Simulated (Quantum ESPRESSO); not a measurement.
# SnTe: zone-centre phonons under several settings

```xyz
2
Lattice="0.0000 3.1509 3.1509 3.1509 0.0000 3.1509 3.1509 3.1509 0.0000" Properties=species:S:1:pos:R:3 pbc="T T T"
Te    3.1509    3.1509    3.1509
Sn    0.0000    0.0000    0.0000
```

All runs used Quantum ESPRESSO 7.5; k mesh 7 × 7 × 7; no spin polarisation; occupations smeared at first, fixed for the response.

```csv
level,potentials,geometry,cutoff (eV),volume (Å³/atom),pressure (GPa),lowest optical mode without the field (cm⁻¹),highest mode with the field (cm⁻¹)
PBE,SSSP 1.3 efficiency PBE,relaxed cell,816,32.78,0.0,36i,105
RPBE,PseudoDojo 0.4.1 SR PBE standard,"given cell, atoms relaxed",1088,31.28,?,?,?
```

Task: What stands in the row left open?

Result: Pressure 3.6 GPa; lowest optical mode without the field 38 cm⁻¹; highest mode with the field 118 cm⁻¹.

Values marked i are imaginary: the cell is unstable against those modes at that level, or the meshes are too thin.

Caveats: this smearing can shift energies of a crystal with a gap; some modes are imaginary (some runs); the potentials were made for another functional, which shifts forces and pressure (some runs); the cell is more than 3 GPa from zero pressure, which shifts response properties (some runs).

For the row left open. Caveat: the potentials were made for another functional, which shifts forces and pressure; the cell is more than 3 GPa from zero pressure, which shifts response properties; this smearing can shift energies of a crystal with a gap.

The runs don't all hold the same shells in valence.
